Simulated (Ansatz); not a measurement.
# ZnS (F-43m) in Ansatz: a series of runs, part 2 of 2

Ansatz 0.2.0. The steps go on from the part before.

## Step 3: Relaxation of cell and atoms, r2SCAN+D4

Input file input.yaml:

```yaml
crystal:
  lattice:
    - [0.0, 2.702, 2.702]
    - [2.702, 0.0, 2.702]
    - [2.702, 2.702, 0.0]
  atoms:
    - { symbol: Zn, position: [0.75, 0.75, 0.75] }
    - { symbol: S, position: [0.0, 0.0, 0.0] }
hamiltonian:
  xc: r2scan
  pseudopotentials: { kind: paw }
  dispersion: d4
kpoints:
  mp_grid: { grid: [9, 9, 9] }
scf:
  occupations: { method: fermi_dirac, width: 0.05 }
output:
  forces: true
  stress: true
relax:
  f_tol: 0.01
  max_steps: 40
  cell: { stress_tol: 0.05 }
```

Potentials or basis: Ansatz PAW.

Launch:

```console
ansatz run input.yaml --threads 2 --pin off --max-ram 5120MiB --backend cpu --events-out ev --progress --plain --runs-dir out
```

It took 8.2 s on 2 threads of Arm Neoverse V2, shared host; peak memory 0.44 GiB.

Results (log left out):

```
Free energy                            : -4233.6838 eV
Relaxed volume                         : 19.34 Å³/atom
Relaxed cell                           : a = 3.796 Å, b = 3.796 Å, c = 3.796 Å, α = 60.00°, β = 60.00°, γ = 60.00°
Space group after relaxing (to 0.05 Å) : F-43m (No. 216)
Energy gained by relaxing              : 1.8 meV/atom
Ionic steps                            : 4
Pressure after relaxing                : 0.0 GPa
Band gap on the k mesh                 : 2.76 eV
```

Step by step:
```
step  energy change (eV)  largest force (eV/Å)  volume (Å³)
   1              0.0000                0.0000        39.45
   2             -0.0032                0.0000        38.99
   3             -0.0038                0.0000        38.68
   4             -0.0037                0.0000        38.68
```

Final structure:
```yaml
crystal:
  lattice:
    - [0.00000, 2.68428, 2.68428]
    - [2.68428, 0.00000, 2.68428]
    - [2.68428, 2.68428, 0.00000]
  atoms:
    - { symbol: Zn, position: [0.75000, 0.75000, 0.75000] }
    - { symbol: S, position: [0.00000, 0.00000, 0.00000] }
```

Caveat: odd divisions of the mesh miss points on the zone boundary, where band edges often lie, so the gap on the mesh can be too wide; the plane-wave basis is chosen anew once the cell has moved, so the energies of steps on either side of that aren't comparable; the PAW data sets come from PBE, with cores solved anew for the run's functional, which leaves a small shift of forces and pressure.

## Step 4: Single point, PBE

Changes to input.yaml since step 3:

```diff
@@ -9,5 +9,4 @@
 hamiltonian:
-  xc: r2scan
+  xc: pbe
   pseudopotentials: { kind: paw }
-  dispersion: d4
 kpoints:
@@ -16,2 +15,4 @@
   occupations: { method: fermi_dirac, width: 0.05 }
+basis:
+  ecutwfc: "350 eV"
 output:
@@ -19,5 +20,2 @@
   stress: true
-relax:
-  f_tol: 0.01
-  max_steps: 40
-  cell: { stress_tol: 0.05 }
+  eigenvalues: true
```

Potentials or basis: Ansatz PAW.

Launch:

```console
ansatz run input.yaml --threads 2 --pin off --max-ram 5120MiB --backend cpu --events-out ev --progress --plain --runs-dir out
```

The log of the run:

```text
Warning: basis.ecutwfc = 350 eV is below the records' recommended 420 eV, and the density's cutoff is lower with it unless basis.ecutrho_ratio is high enough to keep the records' density cutoff: compare with a run at a higher cutoff
Warning: RAYON_NUM_THREADS=2 ignored (pool sized by the plan → 2); use --threads N
Engine: ansatz 0.2.0, aarch64-unknown-linux-gnu
Pseudopotentials: kind: paw
Pseudopotential: Zn, paw, valence charge 12, recommended cutoff 420 eV (normal), Zn.paw.azcp
Pseudopotential: S, paw, valence charge 6, recommended cutoff 420 eV (normal), S.paw.azcp
Functional definition: PBE
  parameter kappa = 0.804
  parameter beta = 0.06672455060314922
  exchange = pbe_x(kappa = kappa, mu = beta*pi^2/3)
  correlation = pbe_c(beta = beta)
Crystal: 2 atoms, lattice volume = 39.454 Å³
Basis set: ecut = 350 eV, 561 PW (Γ), exchange–correlation on 48×48×48 points (8 copies of the dense FFT grid, shifted against one another)
Bands: 13, of which v1, the nominal top of the filled ones, is band 9 counted from 1 (8 counted from 0)
Symmetry: 24 space group operations
Space group: F-43m (ITA 216), of the structure as read, at distance tolerance 3.4e-5 Å
k-points: 35 of 729 (time reversal used)
Non-local potential: Zn, projectors of the file, l = 0: 2, l = 1: 2, l = 2: 3, l = 3: 1
Non-local potential: S, projectors of the file, l = 0: 2, l = 1: 2, l = 2: 2
PAW form: soft (Blöchl's): semilocal exchange-correlation on the pseudo side does not see the compensation charge
PAW one-centre angular grid: Zn, 590 points (default); XC on 64 Gauss nodes
PAW one-centre angular grid: S, 110 points (default); XC on 64 Gauss nodes
Initial density: superposition of atomic densities (neutral atoms: chi_scale 0, normalization atom), corrected by the library's trained network
Initial wavefunctions: pseudopotential atomic-orbital guess
Functional: x = pbe(κ = 0.804, μ = 0.2195149727645171), c = pbe(β = 0.06672455060314922)
SCF iter   1: F=—  HF=-4222.718629 eV  |F-HF|=—  |Δ(HF+E_count)|=         —  Δρ=7.44e-4  dr2=1.92e-4  ethr=1.77e-3  ⟨swp⟩=5.8  Hψ=2637  notcnv=0
preconditioner: auto → none  [insulator: Δε(μ)=2.101 eV  Ē_g=12.205 eV  σ=0.050 eV  W_gap=1.00  n_scr=14 (ndim 8)  ℏωp=25.1 eV  f_vac=0.028  D(μ)=0.00/eV (n_scr^D=0)  ε∞_Penn≈5.2]
SCF iter   2: F=—  HF=-4222.718881 eV  |F-HF|=—  |Δ(HF+E_count)|=   2.52e-4  Δρ=4.08e-4  dr2=2.49e-5  ethr=1.07e-6  ⟨swp⟩=2.1  Hψ=1069  notcnv=0
SCF iter   3: F=—  HF=-4222.718965 eV  |F-HF|=—  |Δ(HF+E_count)|=   8.45e-5  Δρ=1.48e-4  dr2=3.95e-6  ethr=1.39e-7  ⟨swp⟩=2.0  Hψ=761  notcnv=0
SCF iter   4: F=—  HF=-4222.718970 eV  |F-HF|=—  |Δ(HF+E_count)|=   4.05e-6  Δρ=8.79e-5  dr2=1.16e-6  ethr=2.20e-8  ⟨swp⟩=2.0  Hψ=735  notcnv=0
SCF iter   5: F=—  HF=-4222.718973 eV  |F-HF|=—  |Δ(HF+E_count)|=   3.16e-6  Δρ=3.58e-5  dr2=1.64e-7  ethr=6.44e-9  ⟨swp⟩=2.4  Hψ=744  notcnv=0
SCF iter   6: F=-4222.718974 eV  HF=-4222.718974 eV  |F-HF|=3.36e-8  |Δ(HF+E_count)|=   8.08e-7  Δρ=6.48e-6  dr2=4.34e-9  ethr=5.56e-10  ⟨swp⟩=5.0  Hψ=2196  notcnv=0
SCF 1 converged in 6 iterations: F = -4222.718974 eV  dr2 = 4.34e-9
SCF converged after 6 iterations
Free energy (F): -4222.718974 eV
Harris-Foulkes:  -4222.718974 eV  (|F-HF|=3.36e-8)
Internal energy: -4222.718974 eV  (E = F + TS)
E sigma→0 (E₀):  -4222.718974 eV
Fermi energy:    6.884009 eV
--- Per-component energies (eV) ---
  E_band       = 5.051400
  E_kinetic    = 238.363989
  E_local      = -2040.908419  (includes V_loc(G=0)·N_el)
  E_nonlocal   = 642.777146
  E_hartree    = 853.395030
  E_xc         = -234.426049
  E_vxc        = -139.589712  (∫ρ·V_xc dr)
  E_paw        = -2428.544042  (= ΣΔE_a)
  E_vpaw       = -402.386202  (= ΣTr[D̂ρ^β])
  E_aug_tail   = 0.002664  (compensation charges beyond the density's cutoff)
  E_ewald      = -1253.379294
  E_smearing   = -0.000000  (= −TS)
  E_closure    = 0.000000  (closes the sum)
  Σ components = -4222.718974   (vs F -4222.718974, Δ=0.00e0)
--- Forces (eV/Å), atoms counted from 1 ---
  atom   1  Zn     0.00000000    -0.00000000     0.00000000
  atom   2  S     -0.00000000     0.00000000     0.00000000
  max |Σ_I F_I| component: 4.39e-17 eV/Å
--- Stress (GPa, compression-positive) ---
        1.679006       0.000000       0.000000
       -0.000000       1.679006       0.000000
       -0.000000       0.000000       1.679006
  P = ⅓ Tr σ = 1.6790 GPa (16.790 kbar)
--- Band table (eV; the first three rows and the last of 35) ---
  k-point 0: bands = ["-7.3555", "-0.5537", "-0.5537", "-0.5537", "-0.0538", "-0.0538", "5.7893", "5.7893", "5.7893", "7.8981", "12.1617", "12.1617", "12.1617"]
  k-point 1: bands = ["-7.2626", "-0.5533", "-0.5369", "-0.5369", "-0.0556", "-0.0556", "4.8570", "5.6701", "5.6701", "8.6026", "12.0678", "12.3665", "12.3665"]
  k-point 2: bands = ["-7.0117", "-0.5247", "-0.4972", "-0.4972", "-0.0545", "-0.0545", "3.3345", "5.3948", "5.3948", "9.2212", "12.4620", "12.7281", "12.7281"]
  k-point 34: bands = ["-6.1333", "-0.4235", "-0.2919", "-0.1296", "-0.0672", "0.2953", "1.2345", "2.8937", "3.4171", "11.3604", "11.6920", "13.2721", "14.7871"]
```

It took 0.79 s on 2 threads of Arm Neoverse V2, shared host; peak memory 0.28 GiB.

Results:

- Free energy: -4222.7190 eV
- Pressure: 1.7 GPa
- Band gap on the k mesh: 2.11 eV, direct

Caveat: odd divisions of the mesh miss points on the zone boundary, where band edges often lie, so the gap on the mesh can be too wide; the pressure holds a Pulay correction of +0.5 GPa for the finite cutoff; the cutoff lies under the one recommended for these potentials.

## Step 5: Single point, PBE

Changes to input.yaml since step 4:

```diff
@@ -12,7 +12,5 @@
 kpoints:
-  mp_grid: { grid: [9, 9, 9] }
+  mp_grid: { grid: [15, 15, 15] }
 scf:
   occupations: { method: fermi_dirac, width: 0.05 }
-basis:
-  ecutwfc: "350 eV"
 output:
```

Launch:

```console
ansatz run input.yaml --threads 2 --pin off --max-ram 5120MiB --backend cpu --events-out ev --progress --plain --runs-dir out
```

Run time: 3 s. Hardware: 2 threads of Arm Neoverse V2, shared host; peak memory 0.36 GiB.

Results (log left out):

```yaml
Free_energy: -4222.7302 eV
Pressure: 1.6 GPa
Band_gap_on_the_k_mesh: 2.11 eV, direct
```

Levels at points of the mesh, in eV from the valence-band top:
| k point | band 5 | band 6 | band 7 | band 8 | band 9 | band 10 | band 11 | band 12 | band 13 |
| --- | --- | --- | --- | --- | --- | --- | --- | --- | --- |
| (0.00, 0.00, 0.00) | -5.83 | -5.83 | 0.00 | 0.00 | 0.00 | 2.11 | 6.37 | 6.37 | 6.37 |

Caveat: odd divisions of the mesh miss points on the zone boundary, where band edges often lie, so the gap on the mesh can be too wide.

## Step 6: Overview

| task | level | cell | k mesh | cutoff (eV) | gap on the mesh (eV) | pressure (GPa) | relaxed volume (Å³/atom) |
| --- | --- | --- | --- | --- | --- | --- | --- |
| relaxation of cell and atoms | BLYP+D3(BJ) | relaxed | 9 × 9 × 9 | 420 | 2.14 | 0.0 | 19.51 |
| relaxation of cell and atoms | r2SCAN+D4 | relaxed | 9 × 9 × 9 | 500 | 2.76 | 0.0 | 19.34 |
| single point | PBE | as given | 9 × 9 × 9 | 350 | 2.11 | 1.7 | - |
| single point | PBE | as given | 15 × 15 × 15 | 420 | 2.11 | 1.6 | - |

Alike in all rows: potentials or basis Ansatz PAW; no spin polarisation; smearing fermi-dirac 0.05 eV.

Caveats: odd divisions of the mesh miss points on the zone boundary, where band edges often lie, so the gap on the mesh can be too wide; the plane-wave basis is chosen anew once the cell has moved, so the energies of steps on either side of that aren't comparable (some runs); the PAW data sets come from PBE, with cores solved anew for the run's functional, which leaves a small shift of forces and pressure (some runs); the cutoff lies under the one recommended for these potentials (some runs).

Total energies depend on the potentials used, so only differences within one code and one set of settings carry meaning.

## Step 7: How close it comes

Step 4. A measured gap of ZnS is 3.85 eV (direct; 19 K; quoted in “Electronic, vibrational, and thermodynamic properties of ZnS (zincblende and rocksalt structure)”, 2009, arxiv:0911.5022); the calculated 2.11 eV misses it by -1.74 eV. The value is that of PBE, without temperature or zero-point motion. Semilocal functionals fall short of measured gaps as a rule.

Step 5. The gap isn't set beside the deposited one, since this odd mesh misses points on the zone boundary.
